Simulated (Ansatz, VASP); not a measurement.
# ZnS: VASP beside Ansatz

Contents of INCAR:

```
PREC = Accurate
ENCUT = 520
EDIFF = 1E-6
ISMEAR = -1
SIGMA = 0.01
LREAL = F
LASPH = T
NELM = 80
ALGO = Normal
ISIF = 2
LWAVE = F
LCHARG = F
GGA = PE
NBANDS = 16
```

Contents of KPOINTS:

```
regular mesh
0
Gamma
  8 8 8
```

POSCAR

```
ZnS
1.0
    0.0000000000      2.6235105000      2.7046500000
    2.6235105000      0.0000000000      2.7046500000
    2.6235105000      2.6235105000      0.0000000000
Zn S
1 1
Direct
    0.0000000000      0.0000000000      0.0000000000
    0.7500000000      0.7500000000      0.7500000000
```

Input for Ansatz:

```yaml
crystal:
  lattice:
    - [0.0, 2.6235105, 2.70465]
    - [2.6235105, 0.0, 2.70465]
    - [2.6235105, 2.6235105, 0.0]
  atoms:
    - { symbol: Zn, position: [0.0, 0.0, 0.0] }
    - { symbol: S, position: [0.75, 0.75, 0.75] }
kpoints:
  mp_grid: { grid: [8, 8, 8] }
  band_path:
    path:
      - [0.0, 0.0, 0.0]
      - [0.5, 0.0, 0.5]
      - [0.75, 0.25, 0.5]
      - [0.5, 0.5, 0.5]
      - [0.0, 0.0, 0.0]
      - [0.5, 0.5, 0.0]
      - [0.6323875, 0.6323875, 0.264775]
      - [0.3676125, 0.3676125, 0.735225]
      - [0.0, 0.0, 0.0]
    npoints: 5
scf:
  occupations: { method: fermi_dirac, width: 0.01 }
hamiltonian:
  xc: pbe
  pseudopotentials: { kind: all_electron, lapw: { basis_error: 0.00025 } }
output:
  forces: true
  stress: true
  eigenvalues: true
```

Change from the starting cell: equal xx and yy strain of -3 %.

Alike in both runs: task single point; functional PBE; k mesh 8 × 8 × 8; occupations fermi-dirac, width 0.01 eV; no spin polarisation.

```csv
,VASP,Ansatz
version,VASP 6.6.1,Ansatz 0.2.0
potentials or method,"VASP PAW PBE potentials, release 64 (Zn, S)","all-electron LAPW, scalar-relativistic"
plane-wave cutoff (eV),520,see its input
```

VASP gave:

- gap on the k mesh at the Fermi level (eV): 2.33
- pressure (GPa): 6.7
- largest component of the traceless stress (GPa): 0.82

**Question.** Estimate Ansatz's values.

**Answer.** gap on the k mesh at the Fermi level (eV): 2.33; pressure (GPa): 6.6; largest component of the traceless stress (GPa): 0.82.

Ansatz ran all-electron here, so the differences hold the error of VASP's frozen core and of both bases.
